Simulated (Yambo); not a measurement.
# InP (F-43m) in Yambo: a series of runs, part 3 of 3

Yambo 5.3.0. Earlier steps stand in the parts before.

### Step 5. Optical spectrum by the Bethe-Salpeter equation, PBEsol

Input file bse3.in:

```
optics
bse
bss
rim_cut
em1s
RandQpts= 1000000
RandGvec= 50 RL
Chimod= "HARTREE"
% BndsRnXs
 1 | 38 |
%
NGsBlkXs= 5 Ry
% LongDrXs
 1 | 1 | 1 |
%
BSKmod= "SEX"
BSEmod= "retarded"
BSSmod= "h"
% BSEQptR
 1 | 1 |
%
% BSEBands
 11 | 17 |
%
BSENGexx= 30 Ry
BSENGBlk= 5 Ry
% BEnRange
 0 | 20 | eV
%
% BDmRange
 0.1 | 0.1 | eV
%
BEnSteps= 150
% BLongDir
 1 | 1 | 1 |
%
BSEprop= "abs"
BSHayTrs= -0.02
% KfnQP_E
 0.76 | 1.0 | 1.0 |
%
```

Input file scf.in:

```
&CONTROL
  calculation = 'scf'
  prefix = 'pwscf'
  outdir = './tmp'
  pseudo_dir = './pseudo'
/
&SYSTEM
  ibrav = 0
  nat = 2
  ntyp = 2
  ecutwfc = 82
  nbnd = 20
  occupations = 'smearing'
  smearing = 'fd'
  degauss = 0.00367493
  force_symmorphic = .true.
/
&ELECTRONS
  conv_thr = 4d-10
  electron_maxstep = 120
  mixing_beta = 0.5
/
ATOMIC_SPECIES
In   114.8180 In.upf
P     30.9738 P.upf
CELL_PARAMETERS angstrom
   0.0000000000    2.9305000000    2.9305000000
   2.9305000000    0.0000000000    2.9305000000
   2.9305000000    2.9305000000    0.0000000000
ATOMIC_POSITIONS crystal
In     0.0000000000    0.0000000000    0.0000000000
P      0.7500000000    0.7500000000    0.7500000000
K_POINTS automatic
8 8 8 0 0 0
```

Input file nscf.in:

```
&CONTROL
  calculation = 'nscf'
  prefix = 'pwscf'
  outdir = './tmp'
  pseudo_dir = './pseudo'
/
&SYSTEM
  ibrav = 0
  nat = 2
  ntyp = 2
  ecutwfc = 82
  nbnd = 43
  occupations = 'fixed'
  force_symmorphic = .true.
/
&ELECTRONS
  conv_thr = 1d-08
  diago_full_acc = .true.
  diago_thr_init = 1d-06
/
ATOMIC_SPECIES
In   114.8180 In.upf
P     30.9738 P.upf
CELL_PARAMETERS angstrom
   0.0000000000    2.9305000000    2.9305000000
   2.9305000000    0.0000000000    2.9305000000
   2.9305000000    2.9305000000    0.0000000000
ATOMIC_POSITIONS crystal
In     0.0000000000    0.0000000000    0.0000000000
P      0.7500000000    0.7500000000    0.7500000000
K_POINTS automatic
6 6 6 0 0 0
```

Potentials or basis: PseudoDojo 0.4 SR PBEsol stringent.

On the command line:

```bash
OMP_NUM_THREADS=1 pw.x -in scf.in > scf.out
OMP_NUM_THREADS=1 pw.x -in nscf.in > nscf.out
cd tmp/pwscf.save; p2y; mv SAVE ../..; cd ../..
OMP_NUM_THREADS=1 yambo
mkdir -p bse3; ln -s $PWD/bse1/ndb.em1s* bse3/
mkdir -p bse3; ln -s $PWD/g0w00/ndb.RIM bse3/
OMP_NUM_THREADS=1 yambo -F bse3.in -J bse3 -C bse3_out
```

Yambo's report:

```text
[... sections 02.01 to 02.04 as in the set-up run ...]

  [02.05] Energies & Occupations
  ==============================

  [X] === General ===
  [X] Electronic Temperature                        :  0.000000  0.000000 [eV K]
  [X] Bosonic    Temperature                        :  0.000000  0.000000 [eV K]
  [X] Finite Temperature mode                       : no
  [X] El. density                                   :  0.51656E+24 [cm-3]
  [X] Fermi Level                                   :  8.207087 [eV]

  [X] === Gaps and Widths ===
  [X] Conduction Band Min                           :  0.612883 [eV]
  [X] Valence Band Max                              :  0.000000 [eV]
  [X] Filled Bands                                  :  13
  [X] Empty Bands                                   :   14   43
  [X] Direct Gap                                    :  0.612883 [eV]
  [X] Direct Gap localized at k                     :  1
  [X] Indirect Gap                                  :  0.612883 [eV]
  [X] Indirect Gap between kpts                     :  1  1
  [X] Last valence band width                       :  2.829728 [eV]
[... 245 lines left out ...]
     [K] RL vectors                                   :   65 [correlation]
     [K] E/h energy range                             : -1.000000 -1.000000 [eV]
     [K] Coupling range                               :  100.0000  100.0000 [o/o]
     [W] Interaction is diagonal                      : no
     [W] Matrix size                                  :   65
     [W] Bands                                        :    1   38
     [W] e/h energy range                             : -1.000000 -1.000000 [eV]
     [W] Poles                                        :  100.0000 [o/o]
     [W] RL vectors in the sum                        :   5209
     [W] [r,Vnl] included                             : yes
     [W] Field direction                              :  0.577350E-5  0.577350E-5  0.577350E-5
     [W] Coulomb Cutoff                               : none
     [W] Hxc Kernel                                   : HARTREE
     [RIM] RL components                              :   51 [col]
     [RIM] Random points                              :  1000000 [col]
     [SOC] Perturbative SOC                           : no
     [K] Kernel long-range exchange                   : BAR

    [08.01.05.03] Wave-Function Phases
    ==================================

    [BSE] WF phases found       :  65.62500 [o/o]

   [08.01.06] BSE solver(s) @q1
   ============================

   [08.01.07] Haydock Solver in the optics basis @q1 using the hermitian scheme
   ============================================================================

   Accuracy (requested)      : -0.020000 [o/o]
   Accuracy (reached)        :  0.016399 [o/o]
   Iterations                :   94
```

What came out:

```yaml
Band_gap_on_the_k_mesh_mean-field_level: 0.61 eV, direct
```

Dielectric function (along the field direction of the input):
```tsv
energy (eV)	real part	imaginary part
0.27	18.46	0.28
1.21	37.16	22.29
2.28	18.06	3.05
3.36	1.12	4.51
4.30	15.74	32.72
5.37	-2.87	5.68
6.44	-6.07	8.05
7.52	-3.39	3.56
8.46	-3.61	3.25
9.53	-2.92	2.34
10.60	-2.37	1.57
11.68	-1.37	0.16
12.62	-0.75	0.14
13.69	-0.61	0.13
14.77	-0.24	0.02
15.84	-0.03	0.02
16.78	0.10	0.01
17.85	0.23	0.01
18.93	0.32	0.01
20.00	0.40	0.01
```

Caveat: the scissor is the correction of the direct gap in an earlier G0W0 run on the same states; exciton energies and binding change strongly with the k mesh and aren't converged on this one; spectra need much finer meshes, so this one isn't converged; spin-orbit coupling is left out, which moves the levels of the heavy elements.

### Step 6. How close it comes

Step 2. Measured gap of InP: 1.4236 eV (direct; 1.6 K; a printed reference work, data compilation). This calculation gives 1.37 eV (-0.05 eV). Spin-orbit coupling on In is left out. The value is that of G0W0 on PBEsol, without temperature or zero-point motion.

Step 3. A measured gap of InP is 1.4236 eV (direct; 1.6 K; a printed reference work, data compilation); the calculated 0.61 eV misses it by -0.81 eV. Spin-orbit coupling on In is left out. The value is that of PBEsol on a finite k mesh, which can miss the band edges, without temperature or zero-point motion. Semilocal functionals fall short of measured gaps as a rule.

Step 4. A measured gap of InP is 1.4236 eV (direct; 1.6 K; a printed reference work, data compilation); the calculated 0.61 eV misses it by -0.81 eV. Spin-orbit coupling on In is left out. The value is that of PBEsol on a finite k mesh, which can miss the band edges, without temperature or zero-point motion. Semilocal functionals fall short of measured gaps as a rule.

Step 5. Measured gap of InP: 1.4236 eV (direct; 1.6 K; a printed reference work, data compilation). This calculation gives 0.61 eV (-0.81 eV). Spin-orbit coupling on In is left out. The value is that of PBEsol on a finite k mesh, which can miss the band edges, without temperature or zero-point motion. Semilocal functionals fall short of measured gaps as a rule.
